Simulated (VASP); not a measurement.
# CdTe (F-43m) in VASP: notebook

The runs below take CdTe through relaxation of cell and atoms, with PBE.

All numbers are computed with VASP 6.6.1; they aren't measurements. Logs are shortened: lines on timing, memory, paths and dates and some standing lists are left out, and cuts for length are marked.

### 1 Starting point

It takes space group F-43m (No. 216, cubic). The conventional cell has a = 6.410 Å, b = 6.410 Å, c = 6.410 Å, α = 90.00°, β = 90.00°, γ = 90.00°. Around Cd (site symmetry -43m) lie 4 Te at 2.78 Å. Te (site symmetry -43m) is surrounded by 4 Cd at 2.78 Å.

### 2 Relaxation of cell and atoms, PBE

Contents of INCAR:

```
ALGO = Fast ; AMIX = 0.2
EDIFF = 1E-7 ; EDIFFG = -0.002
ENCUT = 520 ; GGA = PE
IBRION = 2 ; ISIF = 3
ISMEAR = 0 ; LASPH = T
LCHARG = F ; LREAL = F
LWAVE = F ; NELM = 60
NSW = 80 ; PREC = Accurate
SIGMA = 0.02
```

Contents of KPOINTS:

```
k-points
0
Gamma
  8 8 8
```

Contents of POSCAR:

```
CdTe
1.0
    0.0000000000      3.2050000000      3.2050000000
    3.2050000000      0.0000000000      3.2050000000
    3.2050000000      3.2050000000      0.0000000000
Cd Te
1 1
Direct
    0.0000000000      0.0000000000      0.0000000000
    0.2500000000      0.2500000000      0.2500000000
```

Potentials or basis: VASP PAW PBE potentials, release 64 (Cd, Te).

Launch:

```console
$ cat potpaw_PBE.64/Cd/POTCAR potpaw_PBE.64/Te/POTCAR > POTCAR
$ mpirun -np 1 vasp_std > vasp.out
```

OUTCAR:

```text
AMIX = 0.2
   EDIFF = 1E-7
   EDIFFG = -0.002
   ENCUT = 520
   GGA = PE
   IBRION = 2
   ISIF = 3
   ISMEAR = 0
   LASPH = T
   LREAL = F
   NELM = 60
   NSW = 80
   PREC = Accurate

 ion  position               nearest neighbor table
   1  0.000  0.000  0.000-   2 2.78   2 2.78   2 2.78   2 2.78
   2  0.250  0.250  0.250-   1 2.78   1 2.78   1 2.78   1 2.78

  LATTYP: Found a face centered cubic cell.
 ALAT       =     6.4100000000

  Lattice vectors:

 A1 = (   0.0000000000,   3.2050000000,   3.2050000000)
 A2 = (   3.2050000000,   0.0000000000,   3.2050000000)
 A3 = (   3.2050000000,   3.2050000000,   0.0000000000)

Analysis of symmetry for initial positions (statically):
=====================================================================
 Subroutine PRICEL returns:
 Original cell was already a primitive cell.

 Routine SETGRP: Setting up the symmetry group for a
 face centered cubic supercell.

 Subroutine GETGRP returns: Found 24 space group operations
 (whereof 24 operations were pure point group operations)
 out of a pool of 48 trial point group operations.

The static configuration has the point symmetry T_d .

Analysis of symmetry for dynamics (positions and initial velocities):
=====================================================================
 Subroutine PRICEL returns:
 Original cell was already a primitive cell.

 Routine SETGRP: Setting up the symmetry group for a
 face centered cubic supercell.

 Subroutine GETGRP returns: Found 24 space group operations
 (whereof 24 operations were pure point group operations)
 out of a pool of 48 trial point group operations.

The dynamic configuration has the point symmetry T_d .

 Subroutine INISYM returns: Found 24 space group operations
 (whereof 24 operations are pure point group operations),
 and found     1 'primitive' translations

----------------------------------------------------------------------------------------

                                     Primitive cell

  volume of cell :      65.8437

  direct lattice vectors                    reciprocal lattice vectors
     0.000000000  3.205000000  3.205000000    -0.156006240  0.156006240  0.156006240
     3.205000000  0.000000000  3.205000000     0.156006240 -0.156006240  0.156006240
     3.205000000  3.205000000  0.000000000     0.156006240  0.156006240 -0.156006240

  length of vectors
     4.532554467  4.532554467  4.532554467     0.270210734  0.270210734  0.270210734

  position of ions in fractional coordinates (direct lattice)
     0.000000000  0.000000000  0.000000000
     0.250000000  0.250000000  0.250000000
[... 103 lines left out ...]
   LHFCALC =     F    Hartree Fock is set to
   AEXX    =    0.0000 exact exchange contribution
   IVDW    =     0    specifies the selected vdW correction
   LEPSILON=     F    determine dielectric tensor
   LRPA    =     F    only Hartree local field effects (RPA)
 conjugate gradient relaxation of ions
 non-spin polarized calculation
 RMM-DIIS sequential band-by-band and
 Gauss-broadening in eV      SIGMA  =   0.02
  energy-cutoff  :      520.00
  volume of cell :       65.84
 maximum number of plane-waves:      1807
 NGX is ok and might be reduce to    36
   NGX = 17   NGY = 17   NGZ = 17

--------------------------------------- Ionic step        1  -------------------------------------------

 number of electron      17.9999995 magnetization

 Free energy of the ion-electron system (eV)
  ---------------------------------------------------
  ext. energy  EPLUGINS =         0.00000000
  ---------------------------------------------------
  free energy    TOTEN  =        -4.72671774 eV

  energy without entropy =       -4.72671774  energy(sigma->0) =       -4.72671774

------------------------ aborting loop because EDIFF is reached ----------------------------------------

  FORCE on cell =-STRESS in cart. coord.  units (eV):
  Direction    XX          YY          ZZ          XY          YZ          ZX
  --------------------------------------------------------------------------------------
  -------------------------------------------------------------------------------------
  Total        1.8055629      1.8055629      1.8055629     -0.0000000      0.0000000      0.0000000
  in kB       43.9348452     43.9348452     43.9348452     -0.0000000      0.0000000      0.0000000
  external PRESSURE =      43.9348452 kB  Pullay stress =       0.0000000 kB
[... 131 lines left out ...]
--------------------------------------- Ionic step        5  -------------------------------------------

 number of electron      18.0000006 magnetization

 Free energy of the ion-electron system (eV)
  ---------------------------------------------------
  ext. energy  EPLUGINS =         0.00000000
  ---------------------------------------------------
  free energy    TOTEN  =        -4.81187146 eV

  energy without entropy =       -4.81187146  energy(sigma->0) =       -4.81187146

 E-fermi :   1.9207     XC(G=0):  -8.2974

 val. band max:        1.7759962787   @ k =   0.0000   0.0000   0.0000
 cond. band min:       2.3514004860   @ k =   0.0000   0.0000   0.0000
 fundamental gap:      0.5754042073
 Fermi energy:         1.9207487206

 k-point     1 :       0.0000    0.0000    0.0000
  band No.  band energies     occupation
      1      -9.0450      2.00000
      2      -6.3052      2.00000
      3      -6.3052      2.00000
      4      -6.3052      2.00000
      5      -6.0901      2.00000
      6      -6.0901      2.00000
      7       1.7760      2.00000
      8       1.7760      2.00000
      9       1.7760      2.00000
     10       2.3514      0.00000
     11       6.4164      0.00000
     12       6.4164      0.00000
     13       6.4164      0.00000
[... 354 lines left out ...]
  band No.  band energies     occupation
      1      -8.6562      2.00000
      2      -6.2318      2.00000
      3      -6.2221      2.00000
      4      -6.1019      2.00000
      5      -6.0850      2.00000
      6      -5.7081      2.00000
      7      -2.1348      2.00000
      8      -0.0737      2.00000
      9       0.6603      2.00000
     10       4.8636      0.00000
     11       6.4379      0.00000
     12       7.6544      0.00000
     13       8.7892      0.00000

 [... further k-points ...]

------------------------ aborting loop because EDIFF is reached ----------------------------------------

  FORCE on cell =-STRESS in cart. coord.  units (eV):
  Direction    XX          YY          ZZ          XY          YZ          ZX
  --------------------------------------------------------------------------------------
  -------------------------------------------------------------------------------------
  Total       -0.0035426     -0.0035426     -0.0035426     -0.0000000      0.0000000     -0.0000000
  in kB       -0.0781210     -0.0781210     -0.0781210     -0.0000000      0.0000000     -0.0000000
  external PRESSURE =      -0.0781210 kB  Pullay stress =       0.0000000 kB
[... 17 lines left out ...]
  FREE ENERGIE OF THE ION-ELECTRON SYSTEM (eV)
  ---------------------------------------------------
  free  energy   TOTEN  =        -4.8118714555 eV

  energy  without entropy=       -4.8118714555  energy(sigma->0) =       -4.81187146

 reached required accuracy - stopping structural energy minimisation
```

OSZICAR:

```text
N       E                     dE             d eps       ncg     rms          rms(c)
DAV:   1     0.105019847225E+03    0.10502E+03   -0.85220E+03   762   0.121E+03
DAV:   2    -0.820526215235E+00   -0.10584E+03   -0.10234E+03   864   0.279E+02
DAV:   3    -0.491448514840E+01   -0.40940E+01   -0.40850E+01   914   0.578E+01
[... 58 lines left out ...]
RMM:   2    -0.481203461451E+01    0.22071E-03   -0.26952E-04   754   0.218E-01    0.778E-02
RMM:   3    -0.481187977044E+01    0.15484E-03   -0.46640E-04   754   0.218E-01    0.469E-02
RMM:   4    -0.481187089425E+01    0.88762E-05   -0.40738E-05   754   0.369E-02    0.193E-02
RMM:   5    -0.481187143145E+01   -0.53720E-06   -0.27317E-06   754   0.126E-02    0.115E-02
RMM:   6    -0.481187145552E+01   -0.24079E-07   -0.24690E-07   520   0.431E-03
   5 F= -.48118715E+01 E0= -.48118715E+01  d E =-.160633E-04
```

CONTCAR:

```text
CdTe
   1.00000000000000
    -0.0000000000000000    3.3119139297159488    3.3119139297159488
     3.3119139297159488   -0.0000000000000000    3.3119139297159488
     3.3119139297159488    3.3119139297159488    0.0000000000000000
  Cd              Te
     1     1
Direct
     1.0000000000000000    1.0000000000000000    0.0000000000000000
     0.2500000000000000    0.2500000000000000    0.2500000000000000

  0.00000000E+00  0.00000000E+00  0.00000000E+00
  0.00000000E+00  0.00000000E+00  0.00000000E+00
```

It took 90 s on 1 thread of AMD EPYC 9R14 (Zen 4), shared host; peak memory 0.2 GiB.

What came out:

```yaml
Free_energy: -4.8119 eV
Relaxed_volume: 36.33 Å³/atom
Relaxed_cell: a = 4.684 Å, b = 4.684 Å, c = 4.684 Å, α = 60.00°, β = 60.00°, γ = 60.00°
Space_group_after_relaxing_to_0.05_Å: F-43m (No. 216)
Energy_gained_by_relaxing: 42.6 meV/atom
Ionic_steps: 5
Pressure_after_relaxing: 0.0 GPa
Band_gap_on_the_k_mesh: 0.58 eV, direct
```

The path:
| step | energy change (eV) | largest force (eV/Å) | pressure (GPa) | volume (Å³) |
| --- | --- | --- | --- | --- |
| 1 | 0.0000 | 0.0000 | 4.39 | 65.84 |
| 2 | -0.0784 | 0.0000 | -0.97 | 74.83 |
| 3 | -0.0852 | 0.0000 | 0.03 | 72.63 |
| 4 | -0.0851 | 0.0000 | -0.05 | 72.77 |
| 5 | -0.0852 | 0.0000 | -0.01 | 72.66 |

Final structure:
```
Cd Te
1.0
     0.00000    3.31191    3.31191
     3.31191    0.00000    3.31191
     3.31191    3.31191    0.00000
Cd Te
1 1
Direct
  0.00000 0.00000 0.00000
  0.25000 0.25000 0.25000
```

Caveat: spin-orbit coupling is left out, which moves the levels of the heavy elements; the volume moved by +10 % from the deposited cell, more than functionals usually miss.

### 3 Relaxation of cell and atoms, PBE

This run uses another cell than the first one, of 36.33 Å³/atom, 1.103 times its volume.

INCAR is that of step 2.

KPOINTS is that of step 2.

Contents of POSCAR:

```
CdTe                                    
1.0
   -0.0000000000      3.3119139297      3.3119139297
    3.3119139297     -0.0000000000      3.3119139297
    3.3119139297      3.3119139297      0.0000000000
  Cd              Te            
     1     1
Direct
     1.0000000000000000    1.0000000000000000    0.0000000000000000
     0.2500000000000000    0.2500000000000000    0.2500000000000000
```

Potentials or basis: VASP PAW PBE potentials, release 64 (Cd, Te).

Launch:

```console
$ cat potpaw_PBE.64/Cd/POTCAR potpaw_PBE.64/Te/POTCAR > POTCAR
$ mpirun -np 1 vasp_std > vasp.out
```

It took 37 s on 1 thread of AMD EPYC 9R14 (Zen 4), shared host; peak memory 0.19 GiB.

Results (log left out):

- Free energy: -4.8121 eV
- Relaxed volume: 36.34 Å³/atom
- Relaxed cell: a = 4.684 Å, b = 4.684 Å, c = 4.684 Å, α = 60.00°, β = 60.00°, γ = 60.00°
- Space group after relaxing (to 0.05 Å): F-43m (No. 216)
- Energy gained by relaxing: 0.0 meV/atom
- Ionic steps: 2
- Pressure after relaxing: 0.0 GPa
- Band gap on the k mesh: 0.57 eV, direct

Final structure:
```
Cd Te
1.0
     0.00000    3.31237    3.31237
     3.31237    0.00000    3.31237
     3.31237    3.31237    0.00000
Cd Te
1 1
Cartesian
  6.6247 6.6247 6.6247
  1.6562 1.6562 1.6562
```

Levels at points of the mesh, in eV from the valence-band top:
| k point | band 5 | band 6 | band 7 | band 8 | band 9 | band 10 | band 11 | band 12 | band 13 |
| --- | --- | --- | --- | --- | --- | --- | --- | --- | --- |
| (0.00, 0.00, 0.00) | -7.87 | -7.87 | 0.00 | 0.00 | 0.00 | 0.57 | 4.64 | 4.64 | 4.64 |
| (0.50, 0.00, 0.00) | -7.86 | -7.57 | -4.06 | -0.68 | -0.68 | 1.75 | 5.21 | 5.21 | 7.00 |
| (0.50, 0.50, 0.00) | -7.84 | -7.45 | -4.00 | -1.65 | -1.65 | 2.67 | 2.75 | 8.50 | 8.80 |

Caveat: spin-orbit coupling is left out, which moves the levels of the heavy elements.
